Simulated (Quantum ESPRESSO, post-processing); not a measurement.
# 2H-MoS2, 2 layers, AA' stacking, stepped through the field along the normal, part 4 of 4

What law, if any, do the results for 2H-MoS2, 2 layers, AA' stacking follow against the field along the normal?

Quantum ESPRESSO 7.5; plane-wave DFT, PBE, GBRV ultrasoft pseudopotentials.

So far. Step 2 (Relaxing cell and ions of the reference):  The last row is no step: it is a fresh SCF in the final cell with a new plane-wave basis, +0 meV from the row before. Step 5 (Bands along a path, 0 V/Å): Along this path the valence top lies at Γ and the conduction bottom between K and Γ.

### 7. Self-consistent run, 0.4 V/Å

The input, m9.scf.in:

```
&control
  prefix = 'm9.scf'
  outdir = './out'
  pseudo_dir = './pseudo'
  calculation = 'scf'
  tprnfor = .true.
  tefield = .true.
  dipfield = .true.
/
&system
  ibrav = 0
  nat = 6
  ntyp = 2
  ecutwfc = 40
  ecutrho = 200
  occupations = 'smearing'
  smearing = 'fd'
  degauss = 0.002
  edir = 3
  emaxpos = 0.97
  eopreg = 0.04
  eamp = 0.00777876
  nbnd = 32
/
&electrons
  conv_thr = 1e-09
  mixing_beta = 0.4
  electron_maxstep = 120
  mixing_mode = 'plain'
  startingpot = 'file'
/
ATOMIC_SPECIES
  S   32.0600  s_pbe_v1.4.uspp.F.UPF
  Mo  95.9500  mo_pbe_v1.uspp.F.UPF
CELL_PARAMETERS angstrom
  3.15323070400000 0.00000000000000 0.00000000000000
  -1.57661535200000 2.73077789400000 0.00000000000000
  0.00000000000000 0.00000000000000 26.72519547600000
ATOMIC_POSITIONS crystal
  S   0.333333333300 0.666666666700 0.327074191300
  Mo  0.000000000000 0.000000000000 0.385679694200
  S   0.333333333300 0.666666666700 0.444247135500
  S   0.000000000000 0.000000000000 0.555752864500
  Mo  0.333333333300 0.666666666700 0.614320305800
  S   0.000000000000 0.000000000000 0.672925808700
K_POINTS automatic
  12 12 1 0 0 0
```

The run is started by

```sh
$ cp -r out/m0.scf.save out/m9.scf.save
$ OMP_NUM_THREADS=1 mpirun -n 4 pw.x -nk 4 -in m9.scf.in > m9.scf.out
```

The program printed:

```text
[banner, memory and clock lines left out]
Program PWSCF v.7.5 starts
[...]
number of electrons       =        52.00
     number of Kohn-Sham states=           32
     kinetic-energy cutoff     =      40.0000  Ry
     charge density cutoff     =     200.0000  Ry
[...]
number of k points=    74  Fermi-Dirac smearing, width (Ry)=  0.0020
[...]
Dense  grid:    74369 G-vectors     FFT dimensions: (  27,  27, 240)
[...]
The initial density is read from file :
[...]
negative rho (up, down):  3.443E-03 0.000E+00
[...]
Starting wfcs are   42 randomized atomic wfcs
[...]
negative rho (up, down):  3.241E-03 0.000E+00
[...]
estimated scf accuracy    <       3.31518582 Ry
[...]
negative rho (up, down):  1.628E-03 0.000E+00
[...]
estimated scf accuracy    <    1813.01777700 Ry
[...]
negative rho (up, down):  1.636E-03 0.000E+00
[...]
estimated scf accuracy    <       9.68508301 Ry
[...]
negative rho (up, down):  1.639E-03 0.000E+00
[...]
estimated scf accuracy    <       0.12542074 Ry
[...]
negative rho (up, down):  1.641E-03 0.000E+00
[...]
estimated scf accuracy    <       0.04227543 Ry
[...]
negative rho (up, down):  1.672E-03 0.000E+00
[...]
estimated scf accuracy    <       0.01487910 Ry
[...]
negative rho (up, down):  1.726E-03 0.000E+00
[...]
estimated scf accuracy    <       0.01274135 Ry
[...]
negative rho (up, down):  1.745E-03 0.000E+00
[...]
estimated scf accuracy    <       0.00967698 Ry
[...]
negative rho (up, down):  1.770E-03 0.000E+00
[...]
estimated scf accuracy    <       0.00874037 Ry
[...]
negative rho (up, down):  1.915E-03 0.000E+00
[...]
estimated scf accuracy    <       0.00712347 Ry
[...]
negative rho (up, down):  3.351E-03 0.000E+00
[...]
estimated scf accuracy    <       0.00294400 Ry
[...]
negative rho (up, down):  3.212E-03 0.000E+00
[...]
estimated scf accuracy    <       0.00105862 Ry
[...]
negative rho (up, down):  3.585E-03 0.000E+00
[...]
estimated scf accuracy    <       0.00064819 Ry
[...]
negative rho (up, down):  3.444E-03 0.000E+00
[...]
estimated scf accuracy    <       0.00001469 Ry
[...]
negative rho (up, down):  3.439E-03 0.000E+00
[...]
estimated scf accuracy    <       0.00000600 Ry
[...]
negative rho (up, down):  3.438E-03 0.000E+00
[...]
estimated scf accuracy    <       0.00000117 Ry
[...]
negative rho (up, down):  3.428E-03 0.000E+00
[...]
estimated scf accuracy    <       0.00000005 Ry
[...]
negative rho (up, down):  3.429E-03 0.000E+00
[...]
estimated scf accuracy    <       0.00000001 Ry
[...]
negative rho (up, down):  3.429E-03 0.000E+00
[...]
Computed dipole along edir(3) :
        Dipole                0.3716 Ry au,          0.9446 Debye
        Dipole field          0.0030 Ry au,
        E field amplitude [Ha a.u.]:  7.7788E-03
        Potential amp.        0.4627 Ry
        Total length         48.4832 bohr
[...]
the Fermi energy is     2.7151 ev
!    total energy              =    -375.46130369 Ry
     estimated scf accuracy    <          7.5E-10 Ry
     smearing contrib. (-TS)   =      -0.00000000 Ry
     internal energy E=F+TS    =    -375.46130369 Ry
[...]
one-electron contribution =   -3237.94637886 Ry
     hartree contribution      =    1624.74832554 Ry
     xc contribution           =     -72.64508533 Ry
     ewald contribution        =    1310.38649911 Ry
     electric field correction =      -0.00466415 Ry
     convergence has been achieved in  19 iterations
     negative rho (up, down):  3.429E-03 0.000E+00
[...]
Total force =     0.007781     Total SCF correction =     0.000120
[...]
```

Run time: 3.3 min. Hardware: 4 MPI ranks of Arm Neoverse V1, shared host; peak memory 0.79 GiB; 13 min of CPU time.

This step gave:

| Quantity | Value |
| --- | --- |
| free energy | -5108.4113 eV |
| Fermi energy | 2.715 eV |
| dipole along the normal | 0.1967 e·Å |
| valence top, on the run's zero | 2.195 eV |
| conduction bottom, on the run's zero | 3.289 eV |
| gap by band count | 1.094 eV |

### 8. Self-consistent run, -0.4 V/Å

m10.scf.in is the input of step 7 with these lines changed:

```diff
@@ -1,3 +1,3 @@
 &control
-  prefix = 'm9.scf'
+  prefix = 'm10.scf'
   outdir = './out'
@@ -21,3 +21,3 @@
   eopreg = 0.04
-  eamp = 0.00777876
+  eamp = -0.00777876
   nbnd = 32
```

The run is started by

```sh
$ cp -r out/m0.scf.save out/m10.scf.save
$ OMP_NUM_THREADS=1 mpirun -n 4 pw.x -nk 4 -in m10.scf.in > m10.scf.out
```

The program printed:

```text
[banner, memory and clock lines left out]
Program PWSCF v.7.5 starts
[...]
number of electrons       =        52.00
     number of Kohn-Sham states=           32
     kinetic-energy cutoff     =      40.0000  Ry
     charge density cutoff     =     200.0000  Ry
[...]
number of k points=    74  Fermi-Dirac smearing, width (Ry)=  0.0020
[...]
Dense  grid:    74369 G-vectors     FFT dimensions: (  27,  27, 240)
[...]
The initial density is read from file :
[...]
negative rho (up, down):  3.443E-03 0.000E+00
[...]
Starting wfcs are   42 randomized atomic wfcs
[...]
negative rho (up, down):  3.246E-03 0.000E+00
[...]
estimated scf accuracy    <       3.31230018 Ry
[...]
negative rho (up, down):  1.468E-03 0.000E+00
[...]
estimated scf accuracy    <    1838.48130489 Ry
[...]
negative rho (up, down):  1.492E-03 0.000E+00
[...]
estimated scf accuracy    <      18.13194589 Ry
[...]
negative rho (up, down):  1.490E-03 0.000E+00
[...]
estimated scf accuracy    <       0.13397691 Ry
[...]
negative rho (up, down):  1.493E-03 0.000E+00
[...]
estimated scf accuracy    <       0.04989398 Ry
[...]
negative rho (up, down):  1.526E-03 0.000E+00
[...]
estimated scf accuracy    <       0.01566027 Ry
[...]
negative rho (up, down):  1.577E-03 0.000E+00
[...]
estimated scf accuracy    <       0.01250979 Ry
[...]
negative rho (up, down):  1.595E-03 0.000E+00
[...]
estimated scf accuracy    <       0.01030397 Ry
[...]
negative rho (up, down):  1.622E-03 0.000E+00
[...]
estimated scf accuracy    <       0.00961099 Ry
[...]
negative rho (up, down):  1.707E-03 0.000E+00
[...]
estimated scf accuracy    <       0.00785134 Ry
[...]
negative rho (up, down):  3.147E-03 0.000E+00
[...]
estimated scf accuracy    <       0.00394857 Ry
[...]
negative rho (up, down):  3.326E-03 0.000E+00
[...]
estimated scf accuracy    <       0.00049829 Ry
[...]
negative rho (up, down):  3.244E-03 0.000E+00
[...]
estimated scf accuracy    <       0.00019126 Ry
[...]
negative rho (up, down):  3.403E-03 0.000E+00
[...]
estimated scf accuracy    <       0.00000732 Ry
[...]
negative rho (up, down):  3.427E-03 0.000E+00
[...]
estimated scf accuracy    <       0.00001096 Ry
[...]
negative rho (up, down):  3.427E-03 0.000E+00
[...]
estimated scf accuracy    <       0.00000172 Ry
[...]
negative rho (up, down):  3.425E-03 0.000E+00
[...]
estimated scf accuracy    <       0.00000077 Ry
[...]
negative rho (up, down):  3.430E-03 0.000E+00
[...]
estimated scf accuracy    <       0.00000014 Ry
[...]
negative rho (up, down):  3.430E-03 0.000E+00
[...]
estimated scf accuracy    <          9.2E-09 Ry
[...]
negative rho (up, down):  3.429E-03 0.000E+00
[...]
estimated scf accuracy    <          3.2E-09 Ry
[...]
negative rho (up, down):  3.429E-03 0.000E+00
[...]
Computed dipole along edir(3) :
        Dipole               -0.3716 Ry au,         -0.9445 Debye
        Dipole field         -0.0030 Ry au,
        E field amplitude [Ha a.u.]: -7.7788E-03
        Potential amp.       -0.4627 Ry
        Total length         48.4832 bohr
[...]
the Fermi energy is     2.5840 ev
!    total energy              =    -375.46130379 Ry
     estimated scf accuracy    <          1.5E-10 Ry
     smearing contrib. (-TS)   =      -0.00000000 Ry
     internal energy E=F+TS    =    -375.46130379 Ry
[...]
one-electron contribution =   -3237.94653606 Ry
     hartree contribution      =    1624.74847829 Ry
     xc contribution           =     -72.64508150 Ry
     ewald contribution        =    1310.38649911 Ry
     electric field correction =      -0.00466362 Ry
     convergence has been achieved in  21 iterations
     negative rho (up, down):  3.429E-03 0.000E+00
[...]
Total force =     0.007791     Total SCF correction =     0.000053
[...]
```

Elapsed: 3.4 min, on 4 MPI ranks; peak memory 0.79 GiB.

This step gave:

```
Fermi energy                         : 2.584 eV
dipole along the normal              : -0.1966 e·Å
valence top, on the run's zero       : 2.064 eV
conduction bottom, on the run's zero : 3.158 eV
```

### 9. The series side by side

The series in one table, energies over the lowest:

| the field along the normal | dipole (e Å) | gap along the path (eV) | upper vacuum line at the top atoms, over the zero (eV) | lower vacuum line at the bottom atoms, over the zero (eV) | energy (eV) |
| --- | --- | --- | --- | --- | --- |
| -0.4 V/Å | -0.1966 | 1.094 | 5.651 | 5.217 | 0.0000 |
| -0.3 V/Å | -0.1475 | 1.155 | 5.608 | 5.282 | 0.0172 |
| -0.2 V/Å | -0.09829 | 1.211 | 5.562 | 5.345 | 0.0295 |
| -0.1 V/Å | -0.04907 | 1.25 | 5.512 | 5.405 | 0.0369 |
| -0.05 V/Å | -0.02459 | 1.255 | 5.487 | 5.433 | 0.0387 |
| 0 V/Å | -0 | 1.257 | 5.46 | 5.46 | 0.0393 |
| 0.05 V/Å | 0.02459 | 1.255 | 5.433 | 5.487 | 0.0387 |
| 0.1 V/Å | 0.04907 | 1.25 | 5.405 | 5.512 | 0.0369 |
| 0.2 V/Å | 0.09823 | 1.211 | 5.346 | 5.561 | 0.0295 |
| 0.3 V/Å | 0.1475 | 1.155 | 5.282 | 5.608 | 0.0172 |
| 0.4 V/Å | 0.1967 | 1.094 | 5.217 | 5.652 | 0.0000 |

### 10. By hand

4πα/A = 180.95 × 0.4909 e Å²/V / 8.611 Å² = 10.32 Å.

In linear response the energy changes by −(p₀ + p)E/2: at 0.2 V/Å, −(-0.0000 + 0.0982) × 0.2/2 = -0.0098 eV; the runs give -0.0098 eV.

### 11. Summary of results

| Property | Result |
| --- | --- |
| 4πα/A from the weak fields | 10.32 Å |
| gap along the path, at -0.4 V/Å and at 0.4 V/Å | 1.09, 1.09 eV |
| upper vacuum line at the top atoms, over the zero, at -0.4 V/Å and at 0.4 V/Å | 5.65, 5.22 eV |
| lower vacuum line at the bottom atoms, over the zero, at -0.4 V/Å and at 0.4 V/Å | 5.22, 5.65 eV |

What this shows: The series holds 11 members; 4πα/A from the weak fields: 10.32 Å (PBE, GBRV ultrasoft). The strongest fields leave the weak-field line by 0.1 % of the induced dipole. From -0.4 V/Å to 0.4 V/Å the gap along the path goes from 1.09 to 1.09 eV by way of 1.26 at 0 V/Å. From -0.4 V/Å to 0.4 V/Å the upper vacuum line at the top atoms, over the zero falls from 5.65 to 5.22 eV. From -0.4 V/Å to 0.4 V/Å the lower vacuum line at the bottom atoms, over the zero rises from 5.22 to 5.65 eV. Ions are held; semilocal gaps are too small; in strong fields empty levels can belong to the vacuum; one stacking.

[Logs are printed without paths, hosts, clocks, repeated set-up lines and the standing remarks that a program may print on its own settings, such as how far it seeks lower states.]

[Hosts, paths, dates, database ids (printed as entryN), source tags and the programs' standing remarks are cut or masked in the printed files.]

[Maps of the electrostatic potential energy from Ansatz leave out the sawtooth potential of an applied field or a dipole correction, so their vacuum need not be flat; planar profiles and work functions include it.]
